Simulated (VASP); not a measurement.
# BeS: exact exchange and RPA correlation, part 5 of 6

How do cheaper functionals compare with the RPA for BeS, and at what cost? The scan starts from a database cell, scaled to the smallest volume of the series. The cell is of the zinc-blende type, one of the forms listed for this formula. The start is a cell from a database of measured crystal structures.

VASP 6.6.1, plane waves and PAW; the level of theory is named at each step.

So far. Step 23 (Orbitals, volume ratio 1.03): The run ends at a pressure of -0.55 GPa. Step 24 (Exact exchange, volume ratio 1.03): The Hartree-Fock energy on these orbitals is -7.7914 eV an atom.

The database entry behind the starting cell differs from later determinations by our own check (0.1 to 0.3 % short, probably kX units), so it need not match the best structure at ambient conditions.

### 26. RPA correlation, volume ratio 1.03

This step: RPA correlation on PBE orbitals; plane waves and PAW (S_GW, Be_GW) (VASP 6.6.1).

RPA correlation at this point.

INCAR reads:

```
SYSTEM = BeS
PREC = Accurate
ENCUT = 350
ISMEAR = 0
SIGMA = 0.05
LREAL = .FALSE.
GGA = PE
NBANDS = 440
ALGO = ACFDT
ENCUTGW = 200
NOMEGA = 12
PRECFOCK = Fast
LWAVE = .FALSE.
LCHARG = .FALSE.
```

POSCAR reads:

```
BeS
1.0
    0.0000000000      2.4490114626      2.4490114626
    2.4490114626      0.0000000000      2.4490114626
    2.4490114626      2.4490114626      0.0000000000
S Be
1 1
Direct
    0.7500000000      0.7500000000      0.7500000000
    0.0000000000      0.0000000000      0.0000000000
```

KPOINTS reads:

```
Automatic mesh
0
Gamma
4 4 4
0 0 0
```

The projector-augmented-wave data sets are S_GW and Be_GW (PBE family, release 64).

Launch:

```bash
$ mpirun -np 8 vasp_std
```

Output:

```text
[banner, memory and clock lines left out]
running    8 mpi-ranks, on    1 nodes
[...]
[... a notice as in an earlier step ...]

 LDA part: xc-table for (Slater+PW92), standard interpolation
 found WAVECAR, reading the header
 POSCAR, INCAR and KPOINTS ok, starting setup
[...]
reading WAVECAR
 the WAVECAR file was read successfully
 initial charge from wavefunction
 available memory per node:    117.35 GB, setting MAXMEM to    120163

 The Fermi energy was updated, please check that it is located mid-gap
 values below the HOMO (VB) or above the LUMO (CB) will cause erroneous energies
 E-fermi :   5.1028

 the WAVEDER file was read successfully
 set NWRITE>2 for more details about minimax calculation
 number of imaginary grid points requested:      12
 number of distinct grids requested:  1
 quadrature errors minimized for energies in [ 0.316E+01, 0.353E+03 ]
 bosonic grid (T=0, re) determined with error: 0.3823E-08
 bosonic grid (re): 0.3823E-08
[...]
NQ=   2    0.2500    0.0000    0.0000,
|.........|.........|.........|.........
 performed       2678000 updates of chi_q(r,r)
 total number of BLAS operations        680.73 Gflops
NQ=   3    0.5000    0.0000    0.0000,
|.........|.........|.........|.........
 performed       4017000 updates of chi_q(r,r)
 total number of BLAS operations       1027.90 Gflops
NQ=   4    0.2500    0.2500    0.0000,
|.........|.........|.........|.........
 performed       5356000 updates of chi_q(r,r)
 total number of BLAS operations       1367.40 Gflops
NQ=   5    0.5000    0.2500    0.0000,
|.........|.........|.........|.........
 performed       6695000 updates of chi_q(r,r)
 total number of BLAS operations       1746.12 Gflops
NQ=   6   -0.2500    0.2500    0.0000,
|.........|.........|.........|.........
 performed       8034000 updates of chi_q(r,r)
 total number of BLAS operations       2141.12 Gflops
NQ=   7    0.5000    0.5000    0.0000,
|.........|.........|.........|.........
 performed       9373000 updates of chi_q(r,r)
 total number of BLAS operations       2527.94 Gflops
NQ=   8   -0.2500    0.5000    0.2500,
|.........|.........|.........|.........
 performed      10712000 updates of chi_q(r,r)
 total number of BLAS operations       2956.54 Gflops
 entering main loop
```

The job ended after 15 s (8 MPI ranks of Intel Xeon 6975P-C (Granite Rapids), shared host; peak memory 1.2 GiB).

From OUTCAR (step 26):

```text
      cutoff energy     smooth cutoff   RPA   correlation   Hartree contr. to MP2
---------------------------------------------------------------------------------
            200.000           160.000      -11.5242361772      -17.5915596984
            190.476           152.381      -11.4660637315      -17.5280005267
            181.406           145.125      -11.4026984436      -17.4585137401
            172.768           138.214      -11.3361346220      -17.3851839957
            164.541           131.632      -11.2645632008      -17.3059088109
            156.705           125.364      -11.1872328993      -17.2198534270
            149.243           119.394      -11.1054007036      -17.1282652713
            142.136           113.709      -11.0198729715      -17.0319225811
  linear regression

[... 3 parts as in an earlier step ...]

[... 1 further part left out ...]
[key lines of the parts left out:]
E-fermi :   5.1028
```

Extrapolated by the program to an infinite response cutoff, the correlation energy is -6.1389 eV an atom, +13 meV against the point before. With exact exchange the total is -13.9303 eV an atom.

### 27. Comparison: r2SCAN, volume ratio 1.03

This step: r2SCAN; plane waves and PAW (S_GW, Be_GW) (VASP 6.6.1).

The comparison at this point.

INCAR reads:

```
SYSTEM = BeS
PREC = Accurate
ENCUT = 350
EDIFF = 1E-06
NELM = 100
ISMEAR = 0
SIGMA = 0.05
LREAL = .FALSE.
ALGO = Normal
METAGGA = R2SCAN
LASPH = .TRUE.
NBANDS = 10
LWAVE = .FALSE.
LCHARG = .FALSE.
KPAR = 8
```

POSCAR is that of step 26.

KPOINTS is that of step 26.

Launch:

```bash
$ mpirun -np 8 vasp_std
```

Output:

```text
[... set-up lines as in an earlier step ...]
 entering main loop
       N       E                     dE             d eps       ncg     rms          rms(c)
DAV:   1     0.672845302918E+01    0.67285E+01   -0.35425E+03   160   0.575E+02
DAV:   2    -0.151846606987E+02   -0.21913E+02   -0.21093E+02   208   0.950E+01
DAV:   3    -0.162232127019E+02   -0.10386E+01   -0.10370E+01   222   0.221E+01
DAV:   4    -0.162397767771E+02   -0.16564E-01   -0.16560E-01   210   0.253E+00
[...]
DAV:  10    -0.146834593294E+02   -0.24555E-04   -0.60975E-05   188   0.626E-02    0.467E-03
DAV:  11    -0.146834611645E+02   -0.18351E-05   -0.31000E-06   224   0.109E-02    0.170E-03
DAV:  12    -0.146834621320E+02   -0.96748E-06   -0.10859E-07   118   0.293E-03
   1 F= -.14683462E+02 E0= -.14683462E+02  d E =-.338063E-16
```

Elapsed: 3.8 s, on 8 MPI ranks; peak memory 0.95 GiB; 25 s of CPU time.

OUTCAR, selected parts (step 27):

```text
  Total       -0.1906076     -0.1906076     -0.1906076     -0.0000000      0.0000000     -0.0000000
  in kB      -10.3955709    -10.3955709    -10.3955709     -0.0000000      0.0000000     -0.0000000
  external PRESSURE =     -10.3955709 kB  Pullay stress =       0.0000000 kB

 POSITION                                       TOTAL-FORCE (eV/Angst)
 -----------------------------------------------------------------------------------
      3.67352      3.67352      3.67352        -0.000000     -0.000000     -0.000000
      0.00000      0.00000      0.00000         0.000000      0.000000      0.000000
 -----------------------------------------------------------------------------------
    total drift:                               -0.000000     -0.000000     -0.000000

  FREE ENERGIE OF THE ION-ELECTRON SYSTEM (eV)
  ---------------------------------------------------
  free  energy   TOTEN  =       -14.6834621320 eV

  energy  without entropy=      -14.6834621320  energy(sigma->0) =      -14.68346213

[... 2 parts as in an earlier step ...]

[... 1 further part left out ...]
[key lines of the parts left out:]
E-fermi :   3.5865
```

Its energy is -7.3417 eV an atom, on a zero of its own.

### 28. Orbitals for comparison: HSE06, volume ratio 1.03

This step: PBE; plane waves and PAW (S_GW, Be_GW) (VASP 6.6.1).

Starting orbitals, as before.

INCAR reads:

```
SYSTEM = BeS
PREC = Accurate
ENCUT = 350
EDIFF = 1E-05
NELM = 100
ISMEAR = 0
SIGMA = 0.05
LREAL = .FALSE.
ALGO = Normal
GGA = PE
NBANDS = 10
LORBIT = 11
LWAVE = .TRUE.
LCHARG = .FALSE.
KPAR = 8
```

POSCAR is that of step 27.

KPOINTS is that of step 27.

Launch:

```bash
$ mpirun -np 8 vasp_std
```

Output:

```text
[... set-up lines as in an earlier step ...]
 entering main loop
       N       E                     dE             d eps       ncg     rms          rms(c)
[... 9 cycles as in an earlier step ...]
DAV:  10    -0.990148562260E+01   -0.83938E-05   -0.46540E-05   220   0.409E-02
   1 F= -.99014856E+01 E0= -.99014856E+01  d E =-.178278E-13
 writing wavefunctions
```

Elapsed: 1.2 s, on 8 MPI ranks; peak memory 0.93 GiB.

OUTCAR, selected parts (step 28):

```text
  Total       -0.1011008     -0.1011008     -0.1011008     -0.0000000      0.0000000     -0.0000000
  in kB       -5.5139477     -5.5139477     -5.5139477     -0.0000000      0.0000000     -0.0000000
  external PRESSURE =      -5.5139477 kB  Pullay stress =       0.0000000 kB

  FREE ENERGIE OF THE ION-ELECTRON SYSTEM (eV)
  ---------------------------------------------------
  free  energy   TOTEN  =        -9.9014856226 eV

  energy  without entropy=       -9.9014856226  energy(sigma->0) =       -9.90148562

[... 3 parts as in an earlier step ...]

[... 1 further part left out ...]
[key lines of the parts left out:]
E-fermi :   3.7741
```

The run ends at a pressure of -0.55 GPa.

### 29. Comparison: HSE06, volume ratio 1.03

This step: HSE06; plane waves and PAW (S_GW, Be_GW) (VASP 6.6.1).

The comparison at this point.

INCAR reads:

```
SYSTEM = BeS
PREC = Accurate
ENCUT = 350
EDIFF = 1E-06
NELM = 100
ISMEAR = 0
SIGMA = 0.05
LREAL = .FALSE.
ALGO = Normal
LHFCALC = .TRUE.
AEXX = 0.25
GGA = PE
HFSCREEN = 0.2
LASPH = .TRUE.
NBANDS = 10
PRECFOCK = Fast
LWAVE = .FALSE.
LCHARG = .FALSE.
KPAR = 8
```

POSCAR is that of step 28.

KPOINTS is that of step 28.

The run starts from files that an earlier step left in the folder.

Launch:

```bash
$ mpirun -np 8 vasp_std
```

Output:

```text
[... set-up lines as in an earlier step ...]
 entering main loop
       N       E                     dE             d eps       ncg     rms          rms(c)
DAV:   1    -0.112878044267E+02   -0.11288E+02   -0.18512E-01   168   0.259E+00    0.185E-01
DAV:   2    -0.112890904016E+02   -0.12860E-02   -0.56661E-03   206   0.545E-01    0.135E-01
DAV:   3    -0.112888383426E+02    0.25206E-03   -0.37434E-04   206   0.138E-01    0.851E-02
DAV:   4    -0.112887414470E+02    0.96896E-04   -0.68365E-05   198   0.503E-02    0.515E-02
DAV:   5    -0.112887095508E+02    0.31896E-04   -0.17378E-05   226   0.267E-02    0.309E-02
DAV:   6    -0.112886983960E+02    0.11155E-04   -0.45943E-06   226   0.149E-02    0.184E-02
DAV:   7    -0.112886947217E+02    0.36743E-05   -0.15409E-06   170   0.878E-03    0.108E-02
DAV:   8    -0.112886933866E+02    0.13351E-05   -0.43772E-07   100   0.522E-03    0.648E-03
DAV:   9    -0.112886929306E+02    0.45603E-06   -0.28699E-07   100   0.389E-03
   1 F= -.11288693E+02 E0= -.11288693E+02  d E =-.687991E-14
```

Run time: 5.8 s. Hardware: 8 MPI ranks; peak memory 1.7 GiB.

From OUTCAR (step 29):

```text
 POSITION                                       TOTAL-FORCE (eV/Angst)
 -----------------------------------------------------------------------------------
      3.67352      3.67352      3.67352         0.000000      0.000000      0.000000
      0.00000      0.00000      0.00000        -0.000000     -0.000000     -0.000000
 -----------------------------------------------------------------------------------
    total drift:                               -0.000001      0.000000     -0.000001

  FREE ENERGIE OF THE ION-ELECTRON SYSTEM (eV)
  ---------------------------------------------------
  free  energy   TOTEN  =       -11.2886929306 eV

  energy  without entropy=      -11.2886929306  energy(sigma->0) =      -11.28869293

[... 2 parts as in an earlier step ...]

[... 1 further part left out ...]
[key lines of the parts left out:]
E-fermi :   3.0960
```

Its energy is -5.6443 eV an atom, on a zero of its own.

### 30. Orbitals, volume ratio 1.06

This step: PBE; plane waves and PAW (S_GW, Be_GW) (VASP 6.6.1).

The same chain follows at a volume ratio of 1.06.

INCAR reads:

```
SYSTEM = BeS
PREC = Accurate
ENCUT = 350
EDIFF = 1E-08
NELM = 100
ISMEAR = 0
SIGMA = 0.05
LREAL = .FALSE.
ALGO = Normal
GGA = PE
NBANDS = 10
LORBIT = 11
LWAVE = .TRUE.
LCHARG = .FALSE.
KPAR = 8
```

POSCAR reads:

```
BeS
1.0
    0.0000000000      2.4725610944      2.4725610944
    2.4725610944      0.0000000000      2.4725610944
    2.4725610944      2.4725610944      0.0000000000
S Be
1 1
Direct
    0.7500000000      0.7500000000      0.7500000000
    0.0000000000      0.0000000000      0.0000000000
```

KPOINTS is that of step 29.

Launch:

```bash
$ mpirun -np 8 vasp_std
```

Output:

```text
[... set-up lines as in an earlier step ...]
 entering main loop
       N       E                     dE             d eps       ncg     rms          rms(c)
DAV:   1     0.109886261974E+02    0.10989E+02   -0.31505E+03   160   0.542E+02
DAV:   2    -0.917486533861E+01   -0.20163E+02   -0.18655E+02   218   0.919E+01
DAV:   3    -0.100294776961E+02   -0.85461E+00   -0.85119E+00   212   0.195E+01
DAV:   4    -0.100468691165E+02   -0.17391E-01   -0.17390E-01   226   0.250E+00
[...]
DAV:  12    -0.989230525496E+01    0.89561E-07   -0.17088E-07   204   0.273E-03    0.350E-04
DAV:  13    -0.989230524308E+01    0.11882E-07   -0.29308E-08   180   0.123E-03    0.611E-05
DAV:  14    -0.989230524103E+01    0.20427E-08   -0.83839E-10   112   0.203E-04
   1 F= -.98923052E+01 E0= -.98923052E+01  d E =-.360745E-17
 writing wavefunctions
```

Wall time 1.4 s (8 MPI ranks); peak memory 0.95 GiB.

OUTCAR, selected parts (step 30):

```text
  Total       -0.5662804     -0.5662804     -0.5662804     -0.0000000      0.0000000     -0.0000000
  in kB      -30.0103451    -30.0103451    -30.0103451     -0.0000000      0.0000000     -0.0000000
  external PRESSURE =     -30.0103451 kB  Pullay stress =       0.0000000 kB

 POSITION                                       TOTAL-FORCE (eV/Angst)
 -----------------------------------------------------------------------------------
      3.70884      3.70884      3.70884        -0.000000     -0.000000     -0.000000
      0.00000      0.00000      0.00000         0.000000      0.000000      0.000000
 -----------------------------------------------------------------------------------
    total drift:                               -0.000000     -0.000000     -0.000000

  FREE ENERGIE OF THE ION-ELECTRON SYSTEM (eV)
  ---------------------------------------------------
  free  energy   TOTEN  =        -9.8923052410 eV

  energy  without entropy=       -9.8923052410  energy(sigma->0) =       -9.89230524

[... 1 part as in an earlier step ...]

[... 2 further parts left out ...]
[key lines of the parts left out:]
E-fermi :   3.5395
```

The run ends at a pressure of -3.00 GPa.

### 31. Exact exchange, volume ratio 1.06

This step: Hartree-Fock energy on PBE orbitals; plane waves and PAW (S_GW, Be_GW) (VASP 6.6.1).

Exact exchange at this point.

INCAR reads:

```
SYSTEM = BeS
PREC = Accurate
ENCUT = 350
ISMEAR = 0
SIGMA = 0.05
LREAL = .FALSE.
GGA = PE
NBANDS = 10
ALGO = Eigenval
NELM = 1
LHFCALC = .TRUE.
AEXX = 1
ALDAC = 0
AGGAC = 0
PRECFOCK = Normal
LWAVE = .FALSE.
LCHARG = .FALSE.
```

POSCAR is that of step 30.

KPOINTS is that of step 30.

The WAVECAR or CHGCAR of an earlier step is read.

Launch:

```bash
$ mpirun -np 8 vasp_std
```

Output:

```text
[... set-up lines as in an earlier step ...]
 entering main loop
       N       E                     dE             d eps       ncg     rms          rms(c)
EIG:   1    -0.155871202353E+02   -0.15587E+02    0.00000E+00     0   0.000E+00
   1 F= -.15587120E+02 E0= -.15587120E+02  d E =-.506891E-21
```

Elapsed: 2.4 s, on 8 MPI ranks; peak memory 0.8 GiB; 14 s of CPU time.

Parts of OUTCAR (step 31):

```text
 POSITION                                       TOTAL-FORCE (eV/Angst)
 -----------------------------------------------------------------------------------
      3.70884      3.70884      3.70884        -0.000000      0.000000      0.000000
      0.00000      0.00000      0.00000         0.000000     -0.000000     -0.000000
 -----------------------------------------------------------------------------------
    total drift:                               -0.000000     -0.000000      0.000000

  FREE ENERGIE OF THE ION-ELECTRON SYSTEM (eV)
  ---------------------------------------------------
  free  energy   TOTEN  =       -15.5871202353 eV

  energy  without entropy=      -15.5871202353  energy(sigma->0) =      -15.58712024

[... 2 parts as in an earlier step ...]

[... 1 further part left out ...]
[key lines of the parts left out:]
E-fermi :   3.5756
```

The Hartree-Fock energy on these orbitals is -7.7936 eV an atom.

### 32. Empty bands, volume ratio 1.06

This step: PBE; plane waves and PAW (S_GW, Be_GW) (VASP 6.6.1).

The empty bands are made again, for the run that follows.

INCAR reads:

```
SYSTEM = BeS
PREC = Accurate
ENCUT = 350
ISMEAR = 0
SIGMA = 0.05
LREAL = .FALSE.
GGA = PE
NBANDS = 464
ALGO = Exact
NELM = 1
LWAVE = .TRUE.
LCHARG = .FALSE.
LOPTICS = .TRUE.
NEDOS = 1000
CSHIFT = 0.1
```

POSCAR is that of step 31.

KPOINTS is that of step 31.

Launch:

```bash
$ mpirun -np 8 vasp_std
```

Output:

```text
[banner, memory and clock lines left out]
running    8 mpi-ranks, on    1 nodes
[...]
[... a notice as in an earlier step ...]

 LDA part: xc-table for (Slater+PW92), standard interpolation
 found WAVECAR, reading the header
  number of bands has changed, file:    10 present:   464
  trying to continue reading WAVECAR, but it might fail
 POSCAR, INCAR and KPOINTS ok, starting setup
[...]
reading WAVECAR
 random initialization beyond band           10
 the WAVECAR file was read successfully
 initial charge from wavefunction
 entering main loop
       N       E                     dE             d eps       ncg     rms          rms(c)
DIA:   1    -0.989230524481E+01   -0.98923E+01    0.00000E+00     0   0.000E+00
   1 F= -.98923052E+01 E0= -.98923052E+01  d E =-.200924E-22
 writing wavefunctions
 optical routines
 imaginary and real dielectric function
 recalculating local potential from charge density
 direction            1
 direction            2
 direction            3
```

Run time: 1.6 s. Hardware: 8 MPI ranks; peak memory 0.85 GiB.

From OUTCAR (step 32):

```text
  Total       -0.5662896     -0.5662896     -0.5662896     -0.0000000     -0.0000000     -0.0000000
  in kB      -30.0108341    -30.0108341    -30.0108341     -0.0000000     -0.0000000     -0.0000000
  external PRESSURE =     -30.0108341 kB  Pullay stress =       0.0000000 kB

 POSITION                                       TOTAL-FORCE (eV/Angst)
 -----------------------------------------------------------------------------------
      3.70884      3.70884      3.70884        -0.000000      0.000000      0.000000
      0.00000      0.00000      0.00000         0.000000     -0.000000     -0.000000
 -----------------------------------------------------------------------------------
    total drift:                               -0.000000     -0.000000     -0.000000

  FREE ENERGIE OF THE ION-ELECTRON SYSTEM (eV)
  ---------------------------------------------------
  free  energy   TOTEN  =        -9.8923052448 eV

  energy  without entropy=       -9.8923052448  energy(sigma->0) =       -9.89230524

[... 1 part as in an earlier step ...]

[... 2 further parts left out ...]
[key lines of the parts left out:]
E-fermi :   3.5878
```

WAVECAR now holds 464 bands for 8 electrons.

(Part 5 of 6 ends here.)

[Lines on the potential files, build, host, timing and source positions are cut from VASP's logs without a mark.]

[Logs are printed without paths, hosts, clocks, repeated set-up lines and the standing remarks that a program may print on its own settings, such as how far it seeks lower states.]

[Hosts, paths, dates, database ids (printed as entryN), source tags and the programs' standing remarks are cut or masked in the printed files.]

[Pressures printed for these runs are not shown converged in the cutoff: they can be off by several GPa and have the wrong sign.]
